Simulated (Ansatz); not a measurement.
**Molecular dynamics of SrTiO₃**

The input (input.yaml):

```yaml
accuracy: low
crystal:
  lattice:
    - [5.52233, 0.0, 0.0]
    - [0.0, 5.52233, 0.0]
    - [0.0, 0.0, 7.845264]
  atoms:
    - { symbol: Sr, position: [0.0, 0.5, 0.25] }
    - { symbol: Sr, position: [0.5, 0.0, 0.25] }
    - { symbol: Ti, position: [0.0, 0.0, 0.0] }
    - { symbol: Ti, position: [0.0, 0.0, 0.5] }
    - { symbol: O, position: [0.7709574, 0.2709575, 0.5] }
    - { symbol: O, position: [0.2290426, 0.2709574, 0.0] }
    - { symbol: O, position: [0.2709575, 0.2290425, 0.5] }
    - { symbol: O, position: [0.7290426, 0.2290426, 0.0] }
    - { symbol: O, position: [0.0, 0.0, 0.75] }
    - { symbol: O, position: [0.0, 0.0, 0.25] }
    - { symbol: Sr, position: [0.5, 0.0, 0.75] }
    - { symbol: Sr, position: [0.0, 0.5, 0.75] }
    - { symbol: Ti, position: [0.5, 0.5, 0.5] }
    - { symbol: Ti, position: [0.5, 0.5, 0.0] }
    - { symbol: O, position: [0.2709574, 0.7709574, 0.0] }
    - { symbol: O, position: [0.7290426, 0.7709574, 0.5] }
    - { symbol: O, position: [0.7709574, 0.7290426, 0.0] }
    - { symbol: O, position: [0.2290426, 0.7290426, 0.5] }
    - { symbol: O, position: [0.5, 0.5, 0.25] }
    - { symbol: O, position: [0.5, 0.5, 0.75] }
basis:
  ecutwfc: 420.0
kpoints:
  mp_grid: { grid: [3, 3, 2] }
hamiltonian:
  xc: pbe
  pseudopotentials: { kind: paw, azcp: { folder: soft_1 } }
scf:
  occupations: { method: fermi_dirac, width: 0.24 }
  lower_state_search: "off"
md:
  timestep: 0.75
  n_steps: 130
  ensemble: nvt_langevin
  temperature: 2800.0
  initial_velocities: maxwell_boltzmann
  seed: 889874
  friction: 0.02
```

Command:

```bash
$ ansatz run input.yaml --threads 2 --pin off --max-ram 5120MiB --backend cpu --events-out ev --progress --plain --runs-dir out
```

It starts from a structure without forces on its atoms.

Output, in part (step lines):

```
md step     0: t =     0.00 fs  T =  2660.0 K  F+E_penalty+E_count = -31018.01915221 eV  E_kin = 6.876632 eV  (9 SCF iters)
md step     1: t =     0.75 fs  T =  2726.3 K  F+E_penalty+E_count = -31017.99538691 eV  E_kin = 7.048003 eV  (7 SCF iters)
md step     2: t =     1.50 fs  T =  2738.7 K  F+E_penalty+E_count = -31017.92296380 eV  E_kin = 7.080165 eV  (7 SCF iters)
md step     3: t =     2.25 fs  T =  2711.9 K  F+E_penalty+E_count = -31017.80255431 eV  E_kin = 7.010720 eV  (7 SCF iters)
md step     4: t =     3.00 fs  T =  2773.4 K  F+E_penalty+E_count = -31017.63711207 eV  E_kin = 7.169862 eV  (7 SCF iters)
md step     5: t =     3.75 fs  T =  2766.1 K  F+E_penalty+E_count = -31017.43180531 eV  E_kin = 7.150811 eV  (5 SCF iters)
md step     6: t =     4.50 fs  T =  2526.9 K  F+E_penalty+E_count = -31017.19828214 eV  E_kin = 6.532620 eV  (5 SCF iters)
md step     7: t =     5.25 fs  T =  2239.6 K  F+E_penalty+E_count = -31016.95442063 eV  E_kin = 5.789808 eV  (5 SCF iters)
[... lines left out ...]
md step   129: t =    96.75 fs  T =  1974.7 K  F+E_penalty+E_count = -31011.71892497 eV  E_kin = 5.105055 eV  (5 SCF iters)
md step   130: t =    97.50 fs  T =  1942.5 K  F+E_penalty+E_count = -31011.66778734 eV  E_kin = 5.021770 eV  (7 SCF iters)
```

The steps, from the saved trajectory:

```json
{"time (fs)": "0", "T (K)": "2660", "potential energy less start (eV)": "0.000"}
{"time (fs)": "3", "T (K)": "2773", "potential energy less start (eV)": "0.382"}
{"time (fs)": "6", "T (K)": "2050", "potential energy less start (eV)": "1.315"}
{"time (fs)": "9", "T (K)": "1809", "potential energy less start (eV)": "2.307"}
{"time (fs)": "12", "T (K)": "1686", "potential energy less start (eV)": "3.098"}
{"time (fs)": "15", "T (K)": "1716", "potential energy less start (eV)": "3.829"}
{"time (fs)": "18", "T (K)": "1732", "potential energy less start (eV)": "4.650"}
{"time (fs)": "21", "T (K)": "1854", "potential energy less start (eV)": "5.140"}
{"time (fs)": "24", "T (K)": "1773", "potential energy less start (eV)": "5.346"}
{"time (fs)": "27", "T (K)": "1945", "potential energy less start (eV)": "5.334"}
{"time (fs)": "30", "T (K)": "1617", "potential energy less start (eV)": "5.267"}
{"time (fs)": "33", "T (K)": "2109", "potential energy less start (eV)": "5.345"}
{"time (fs)": "36", "T (K)": "2338", "potential energy less start (eV)": "5.198"}
{"time (fs)": "39", "T (K)": "2629", "potential energy less start (eV)": "4.742"}
{"time (fs)": "42", "T (K)": "2860", "potential energy less start (eV)": "4.413"}
{"time (fs)": "45", "T (K)": "2688", "potential energy less start (eV)": "4.742"}
{"time (fs)": "48", "T (K)": "2282", "potential energy less start (eV)": "5.790"}
{"time (fs)": "51", "T (K)": "2035", "potential energy less start (eV)": "6.643"}
{"time (fs)": "54", "T (K)": "2552", "potential energy less start (eV)": "6.513"}
{"time (fs)": "57", "T (K)": "2740", "potential energy less start (eV)": "6.006"}
{"time (fs)": "60", "T (K)": "2498", "potential energy less start (eV)": "6.054"}
{"time (fs)": "63", "T (K)": "2369", "potential energy less start (eV)": "6.268"}
{"time (fs)": "66", "T (K)": "2082", "potential energy less start (eV)": "6.335"}
{"time (fs)": "69", "T (K)": "1752", "potential energy less start (eV)": "6.133"}
{"time (fs)": "72", "T (K)": "2222", "potential energy less start (eV)": "5.666"}
{"time (fs)": "75", "T (K)": "2866", "potential energy less start (eV)": "5.134"}
{"time (fs)": "78", "T (K)": "2878", "potential energy less start (eV)": "4.856"}
{"time (fs)": "81", "T (K)": "2793", "potential energy less start (eV)": "4.753"}
{"time (fs)": "84", "T (K)": "2951", "potential energy less start (eV)": "4.723"}
{"time (fs)": "87", "T (K)": "2625", "potential energy less start (eV)": "4.885"}
{"time (fs)": "90", "T (K)": "2413", "potential energy less start (eV)": "5.291"}
{"time (fs)": "93", "T (K)": "2033", "potential energy less start (eV)": "5.839"}
{"time (fs)": "96", "T (K)": "2107", "potential energy less start (eV)": "6.221"}
```

All steps were run. The mean temperature of the second half is 13 % below the set value. A run of 0.098 ps of so small a system gives no equilibrium averages. Limits of this set-up: low accuracy level.

Mean squared displacements from the first frame to the last, about the centre of mass: Sr 0.10 Å², Ti 0.03 Å², O 0.15 Å².

Last frame:

```xyz
20
Lattice="5.5223 0.0000 0.0000 0.0000 5.5223 0.0000 0.0000 0.0000 7.8453" Properties=species:S:1:pos:R:3
Sr -0.072 3.037 1.908
Sr 2.749 -0.166 2.188
Ti -0.019 0.168 0.079
Ti -0.001 -0.083 4.151
O 4.255 1.149 3.786
O 1.146 1.189 -0.408
O 1.806 0.663 4.203
O 4.094 1.495 0.027
O 0.036 -0.343 5.936
O 0.254 0.140 1.897
Sr 2.670 -0.357 5.965
Sr -0.117 3.044 5.787
Ti 2.712 2.737 4.108
Ti 2.856 2.839 0.055
O 1.468 4.092 0.146
O 3.955 4.252 4.048
O 4.328 4.012 -0.104
O 0.904 3.622 3.591
O 2.705 2.655 2.076
O 2.716 2.518 5.826
```

The run took 20 min on 2 threads of Intel(R) Xeon(R) Platinum 8259CL CPU @ 2.50GHz (Skylake/Cascade Lake), on a shared host, peak memory 1 GiB.
